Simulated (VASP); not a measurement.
# Zn (P6_3/mmc) in VASP: a series of runs, part 3 of 3

VASP 6.6.1. The steps go on from the part before.

### 4 Relaxation of cell and atoms, r2SCAN

INCAR reads:

```
SYSTEM = Zn
  PREC = Accurate
  ENCUT = 600
  EDIFF = 1E-6
  ISMEAR = 1
  SIGMA = 0.1
  LREAL = .FALSE.
  LASPH = .TRUE.
  NELM = 80
  ALGO = Normal
  ISIF = 3
  LWAVE = .FALSE.
  LCHARG = .FALSE.
  METAGGA = R2SCAN
  LMIXTAU = .TRUE.
  IBRION = 2
  NSW = 90
  EDIFFG = -0.01
```

KPOINTS reads:

```
regular mesh
0
G
  18 18 8
  0 0 0
```

POSCAR reads:

```
Zn
1.0
    2.6700000000      0.0000000000      0.0000000000
   -1.3350000000      2.3122878281      0.0000000000
    0.0000000000      0.0000000000      4.9660000000
Zn
2
Direct
    0.3333333333      0.6666666667      0.2500000000
    0.6666666667      0.3333333333      0.7500000000
```

Potentials or basis: VASP PAW PBE potentials, release 64 (Zn).

On the command line:

```sh
$ cat potpaw_PBE.64/Zn/POTCAR > POTCAR
$ mpirun -np 1 vasp_std > vasp.out
```

OUTCAR:

```text
SYSTEM = Zn
   PREC = Accurate
   ENCUT = 600
   EDIFF = 1E-6
   ISMEAR = 1
   LREAL = .FALSE.
   LASPH = .TRUE.
   NELM = 80
   ISIF = 3
   METAGGA = R2SCAN
   IBRION = 2
   NSW = 90
   EDIFFG = -0.01

 ion  position               nearest neighbor table
   1  0.333  0.667  0.250-   2 2.92   2 2.92   2 2.92   2 2.92   2 2.92   2 2.92
   2  0.667  0.333  0.750-   1 2.92   1 2.92   1 2.92   1 2.92   1 2.92   1 2.92

  LATTYP: Found a hexagonal cell.
 ALAT       =     2.6700000000
 C/A-ratio  =     1.8599250936

  Lattice vectors:

 A1 = (   2.6700000000,   0.0000000000,   0.0000000000)
 A2 = (  -1.3350000000,   2.3122878281,   0.0000000000)
 A3 = (   0.0000000000,   0.0000000000,   4.9660000000)

Analysis of symmetry for initial positions (statically):
=====================================================================
 Subroutine PRICEL returns:
 Original cell was already a primitive cell.

 Routine SETGRP: Setting up the symmetry group for a
 hexagonal supercell.

 Subroutine GETGRP returns: Found 24 space group operations
 (whereof 12 operations were pure point group operations)
 out of a pool of 24 trial point group operations.

The static configuration has the point symmetry D_3d.
 The point group associated with its full space group is D_6h.

Analysis of symmetry for dynamics (positions and initial velocities):
=====================================================================
 Subroutine PRICEL returns:
 Original cell was already a primitive cell.

 Routine SETGRP: Setting up the symmetry group for a
 hexagonal supercell.

 Subroutine GETGRP returns: Found 24 space group operations
 (whereof 12 operations were pure point group operations)
[... 140 lines left out ...]
 NGX is ok and might be reduce to    24
   NGX = 11   NGY = 11   NGZ = 19

--------------------------------------- Ionic step        1  -------------------------------------------

 number of electron      24.0000003 magnetization

 Free energy of the ion-electron system (eV)
  ---------------------------------------------------
  ext. energy  EPLUGINS =         0.00000000
  ---------------------------------------------------
  free energy    TOTEN  =       -17.77277315 eV

  energy without entropy =      -17.77263755  energy(sigma->0) =      -17.77272795

------------------------ aborting loop because EDIFF is reached ----------------------------------------

  FORCE on cell =-STRESS in cart. coord.  units (eV):
  Direction    XX          YY          ZZ          XY          YZ          ZX
  --------------------------------------------------------------------------------------
  -------------------------------------------------------------------------------------
  Total       -1.0405732     -1.0405732     -0.5421435      0.0000000      0.0000000      0.0000000
  in kB      -54.3780163    -54.3780163    -28.3312013      0.0000000      0.0000000      0.0000000
  external PRESSURE =     -45.6957446 kB  Pullay stress =       0.0000000 kB
[... 89 lines left out ...]
  FREE ENERGIE OF THE ION-ELECTRON SYSTEM (eV)
  ---------------------------------------------------
  free  energy   TOTEN  =       -17.8040700547 eV

  energy  without entropy=      -17.8037448488  energy(sigma->0) =      -17.80396165

[... ionic steps 4 to 8 ...]

--------------------------------------- Ionic step        9  -------------------------------------------

 number of electron      24.0000029 magnetization

------------------------ aborting loop because EDIFF is reached ----------------------------------------
[... 67 lines left out ...]
--------------------------------------- Ionic step       11  -------------------------------------------

 number of electron      24.0000030 magnetization

 Free energy of the ion-electron system (eV)
  ---------------------------------------------------
  ext. energy  EPLUGINS =         0.00000000
  ---------------------------------------------------
  free energy    TOTEN  =       -17.80477401 eV

  energy without entropy =      -17.80472999  energy(sigma->0) =      -17.80475934

 E-fermi :   3.2459     XC(G=0): -12.8283

 val. band max:        3.2379975728   @ k =   0.3333   0.1111   0.0000
 cond. band min:       3.2865502484   @ k =   0.0556   0.0556   0.2500
 fundamental gap:      0.0485526756
 Fermi energy:         3.2459187878

 k-point     1 :       0.0000    0.0000    0.0000
  band No.  band energies     occupation
      1      -7.9360      2.00000
      2      -6.0195      2.00000
      3      -5.1818      2.00000
      4      -4.8746      2.00000
      5      -4.8744      2.00000
      6      -4.8301      2.00000
[... 433 lines left out ...]
      3      -5.3679      2.00000
      4      -4.9147      2.00000
      5      -4.7054      2.00000
      6      -4.6960      2.00000
[... 8 lines left out ...]
     15       9.0725      0.00000
     16      10.5530      0.00000

 [... further k-points ...]
[... 5 lines left out ...]
  --------------------------------------------------------------------------------------
  -------------------------------------------------------------------------------------
  Total       -0.0103438     -0.0103438      0.0063994     -0.0000000      0.0000000      0.0000000
  in kB       -0.5652567     -0.5652567      0.3497078     -0.0000000      0.0000000      0.0000000
  external PRESSURE =      -0.2602685 kB  Pullay stress =       0.0000000 kB
[... 17 lines left out ...]
  FREE ENERGIE OF THE ION-ELECTRON SYSTEM (eV)
  ---------------------------------------------------
  free  energy   TOTEN  =       -17.8047740127 eV

  energy  without entropy=      -17.8047299909  energy(sigma->0) =      -17.80475934

 reached required accuracy - stopping structural energy minimisation
```

OSZICAR:

```text
N       E                     dE             d eps       ncg     rms          rms(c)
DAV:   1     0.867869827919E+02    0.86787E+02   -0.14437E+04  6024   0.267E+03
[... 122 lines left out ...]
DAV:   3    -0.178049815129E+02    0.88991E-03   -0.54736E-04  6256   0.396E-01    0.134E-01
DAV:   4    -0.178046014524E+02    0.38006E-03   -0.99121E-04  6744   0.382E-01    0.167E-02
DAV:   5    -0.178047683180E+02   -0.16687E-03   -0.20237E-04  6104   0.160E-01    0.898E-03
DAV:   6    -0.178047743843E+02   -0.60663E-05   -0.64795E-06  6336   0.227E-02    0.566E-03
DAV:   7    -0.178047703609E+02    0.40234E-05   -0.14522E-06  4616   0.170E-02    0.576E-04
DAV:   8    -0.178047747145E+02   -0.43536E-05   -0.75103E-07  3152   0.895E-03    0.433E-04
DAV:   9    -0.178047740127E+02    0.70180E-06   -0.10233E-07  3000   0.321E-03
  11 F= -.17804774E+02 E0= -.17804759E+02  d E =-.503432E-04
```

Run time: 33 min. Hardware: 1 thread of AMD EPYC 9R45 (Zen 5), shared host; peak memory 0.21 GiB.

What came out:

```
Free energy                            : -17.8048 eV
Relaxed volume                         : 14.66 Å³/atom
Relaxed cell                           : a = 2.595 Å, b = 2.595 Å, c = 5.029 Å, α = 90.00°, β = 90.00°, γ = 120.00°
Space group after relaxing (to 0.05 Å) : P6_3/mmc (No. 194)
Energy gained by relaxing              : 16.0 meV/atom
Ionic steps                            : 11
Pressure after relaxing                : 0.0 GPa
Band gap on the k mesh                 : none (metal or under the smearing width)
```

Stress tensor (GPa, compression positive):
```
-0.06  0.00  0.00
 0.00 -0.06  0.00
 0.00  0.00  0.03
```

Step by step:
| step | energy change (eV) | largest force (eV/Å) | pressure (GPa) | volume (Å³) |
| --- | --- | --- | --- | --- |
| 1 | 0.0000 | 0.0000 | -4.57 | 30.66 |
| 2 | -0.0312 | 0.0000 | 0.57 | 28.76 |
| 3 | -0.0313 | 0.0000 | 0.10 | 28.89 |
| 4 | -0.0313 | 0.0000 | -0.05 | 28.92 |
| 5 | -0.0313 | 0.0000 | 0.05 | 28.94 |
| 6 | -0.0315 | 0.0000 | -0.13 | 28.98 |
| 7 | -0.0318 | 0.0000 | 0.18 | 29.06 |
| 8 | -0.0319 | 0.0000 | 0.43 | 29.22 |
| 9 | -0.0320 | 0.0000 | 0.32 | 29.15 |
| 10 | -0.0320 | 0.0000 | 0.23 | 29.19 |
| 11 | -0.0320 | 0.0000 | -0.03 | 29.32 |

Final structure:
```
Zn
1.0
     2.59470    0.00000    0.00000
    -1.29735    2.24707    0.00000
     0.00000    0.00000    5.02852
Zn
2
Direct
  0.33333 0.66667 0.25000
  0.66667 0.33333 0.75000
```

Caveat: the PAW data sets were made with another functional, which shifts forces and pressure a little.

### 5 Relaxation of cell and atoms, r2SCAN

This run uses another cell than the first one, of 14.66 Å³/atom, 0.956 times its volume.

Edit INCAR of step 4 so:

```diff
@@ -3,3 +3,3 @@
   ENCUT = 600
-  EDIFF = 1E-6
+  EDIFF = 1E-7
   ISMEAR = 1
@@ -17,2 +17,2 @@
   NSW = 90
-  EDIFFG = -0.01
+  EDIFFG = -0.005
```

KPOINTS is that of step 4.

POSCAR reads:

```
Zn                                      
1.0
    2.5946953071      0.0000000000     -0.0000000000
   -1.2973476536      2.2470720511     -0.0000000000
    0.0000000000     -0.0000000000      5.0285249550
  Zn            
     2
Direct
     0.3333333332999970    0.6666666667000030    0.2500000000000000
     0.6666666667000030    0.3333333332999970    0.7500000000000000
```

On the command line:

```sh
$ cat potpaw_PBE.64/Zn/POTCAR > POTCAR
$ mpirun -np 1 vasp_std > vasp.out
```

It took 6.7 min on 1 thread of AMD EPYC 9R45 (Zen 5), shared host; peak memory 0.2 GiB.

Results (log left out):

```
Free energy             : -17.8035 eV
Pressure after relaxing : 0.0 GPa
Band gap on the k mesh  : none (metal or under the smearing width)
```

Final structure:
```
Zn
1.0
     2.59470    0.00000    0.00000
    -1.29735    2.24707    0.00000
     0.00000    0.00000    5.02852
Zn
2
Direct
  0.33333 0.66667 0.25000
  0.66667 0.33333 0.75000
```

Levels at points of the mesh, in eV from the Fermi level:
| k point | band 10 | band 11 | band 12 | band 13 | band 14 | band 15 |
| --- | --- | --- | --- | --- | --- | --- |
| (0.00, 0.00, 0.00) | -7.47 | -7.47 | -4.16 | -3.62 | 13.19 | 17.08 |
| (0.50, 0.00, 0.00) | -7.21 | -2.97 | -2.05 | 2.63 | 3.84 | 4.43 |
| (0.00, 0.00, 0.50) | -7.55 | -7.55 | -7.55 | 4.11 | 4.11 | 21.26 |
| (0.50, 0.00, 0.50) | -7.22 | -2.05 | -2.05 | 0.51 | 0.51 | 10.44 |

Caveat: the relaxation stopped at its first step, so nothing moved; the PAW data sets were made with another functional, which shifts forces and pressure a little.
